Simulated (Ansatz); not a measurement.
# A correction line for BHLYP-D4/def2-TZVPP: atomisation energy

The atomisation energy (no zero-point term) in kJ/mol of 6 O-containing radicals: x at BHLYP-D4/def2-TZVPP, y at CCSD(T)/CBS estimate. Shapes, held fixed at every level: PBE0-D4/def2-TZVP. Flexible molecules stand in one conformer, not always the lowest. Programs: Ansatz 0.2.0.

```
                       molecule  x (kJ/mol)  y (kJ/mol)
     C2H5OSi (SMILES C=C[SiH]O)        3316        3414
       C3H5O (SMILES [CH2]OC=C)        3433        3536
 CH7OSi2 (SMILES CO[SiH][SiH3])        3529        3601
CH7OSi2 (SMILES O[SiH2]C[SiH2])        3616        3698
      C3H6O (SMILES C[C](C)[O])        3668           ?
 C2H7OSi (SMILES [CH2]C[SiH2]O)        3906        3996
```

Task: Fit y = c + s·x to the known rows and predict y for C3H6O.

Result: 
1. Means of the 5 rows: x = 3560.00, y = 3649.0.
2. Σ(Δx)² = 199478, Σ(Δx·Δy) = 195985, so the slope is 195985/199478 = 0.98249.
3. Intercept: 3649.0 − (0.98249) × 3560.00 = 151.3. The largest residual of the fit is 18.
4. C3H6O: 151.3 + 0.98249 × 3668 = 3755 kJ/mol.

CCSD(T)/CBS estimate gives 3744 kJ/mol, so the prediction is off by +11 kJ/mol, within the largest residual. Uncorrected, BHLYP-D4/def2-TZVPP misses C3H6O by -76 kJ/mol, and the other rows by 89 on average. The line removes about 85 % of this miss. Left out in turn, the other rows are missed by 18 kJ/mol on average, so much of the error is systematic among these molecules. Spin contamination: C2H5OSi (⟨S²⟩ up to 0.87), C3H5O (⟨S²⟩ up to 0.78). Open shells run unrestricted. The CBS estimate extrapolates MP2 from def2-TZVPP and def2-QZVPP and adds CCSD(T) − MP2 in the triple-zeta set, cores frozen.

BHLYP underbinds every radical here, as expected of a functional with a large share of exact exchange. Exchange of this kind lacks the left-right correlation that semilocal exchange partly mimics, and the loss weighs more in the molecule than in the separated atoms. The two vinyl-bearing radicals show the largest deficits, which suggests that the C=C π bond adds to the error, though their spin contamination may contribute. The smallest deficit belongs to the radical with an Si–Si bond.

The deficit doesn't grow steadily with atomisation energy, so the line acts mainly as a constant shift, and its intercept has no physical meaning of its own. C3H6O, written with unpaired electrons on carbon and oxygen, is probably triplet acetone, in which the C=O π bond is largely broken. That would fit its comparatively small deficit and the slight overcorrection by the line. The agreement therefore doesn't show that the correction would hold for ground-state acetone, with its intact carbonyl bond.
